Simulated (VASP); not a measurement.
Wanted: the native input for a VASP 6.6.1 run.

```
Task                   : single point
Functional             : PBEsol
Potentials or basis    : VASP PAW PBE potentials, release 64 (Al, O)
Cutoff                 : 520 eV
k mesh                 : 2 × 2 × 1
Occupations            : fermi-dirac, width 0.15 eV
Spin                   : no spin polarisation
Dipole correction      : no
Further INCAR settings : LREAL = Auto; ALGO = Fast; EDIFF = 1e-07; NBANDS = 64
```

The structure of Al27O lies in POSCAR:

```
Al27O
1.0
    8.5913470000      0.0000000000      0.0000000000
    4.2956740000      7.4403250000      0.0000000000
    0.0000000000      0.0000000000     17.6765370000
Al O
27 1
Direct
    0.1111123195      0.1111107378      0.0565721668
    0.4444477091      0.1111107378      0.0565721668
    0.7777830988      0.1111107378      0.0565721668
    0.1111138883      0.4444429511      0.0565721668
    0.4444492779      0.4444429511      0.0565721668
    0.7777730280      0.4444429511      0.0565721668
    0.1111154570      0.7777751644      0.0565721668
    0.4444508467      0.7777751644      0.0565721668
    0.7777745968      0.7777751644      0.0565721668
   -0.0944826746      0.2319387930      0.1857773386
    0.2259617417      0.2152594141      0.1979856122
    0.5611539168      0.2435780695      0.1919493620
   -0.1251271203      0.5780258255      0.1930751481
    0.2008594067      0.5713997708      0.1831863334
    0.5517579680      0.5959148290      0.1958528415
   -0.1254813467      0.9025949807      0.2055832542
    0.2228817175      0.8722602843      0.2021945814
    0.5137315603      0.9256181686      0.1980930993
   -0.0194186991     -0.0054164301      0.3385731040
    0.2996423621      0.0154966349      0.3369947405
    0.6004631386      0.0064513311      0.3349411709
   -0.0047264468      0.3577800701      0.3098797010
    0.3061432055      0.3515437834      0.3465554367
    0.6652198272      0.3231310460      0.3528179756
   -0.0013240974      0.6651053549      0.3265741474
    0.3357289724      0.6755484471      0.3301608228
    0.6870953704      0.6334803923      0.3559860169
    0.7502822096      0.0822141506      0.3716678216
```

The cell was built by a generator and needn't be a form met in nature.

These files were run (other wordings do the same):

INCAR

```
SYSTEM = Al27O
PREC = Accurate ; ENCUT = 520
EDIFF = 1E-7 ; ISMEAR = -1
SIGMA = 0.15 ; LREAL = Auto
LASPH = .True. ; NELM = 60
ALGO = Fast ; ISIF = 2
LWAVE = .False. ; LCHARG = .True.
GGA = PS ; LELF = .True.
LVHAR = .True. ; NBANDS = 64
```

KPOINTS

```
regular mesh
0
Gamma
  2 2 1
  0 0 0
```

Potentials or basis: VASP PAW PBE potentials, release 64 (Al, O).

Command:

```console
$ cat potpaw_PBE.64/Al/POTCAR potpaw_PBE.64/O/POTCAR > POTCAR
$ mpirun -np 1 vasp_std > vasp.out
```

It gave:

```
Largest force          : 1.508 eV/Å
Band gap on the k mesh : none (metal or under the smearing width)
```

Caveat: the k mesh is coarse (spacing up to 0.42 Å⁻¹), so the values aren't converged; the PAW data sets were made with another functional, which shifts forces and pressure a little; an odd number of electrons without spin polarisation forces a metal; a magnetic or distorted state may lie lower.

It took 13 min on 1 thread of AMD EPYC 7R43 64-Core Processor (Zen 3), with other jobs on the host, peak memory 1.1 GiB.
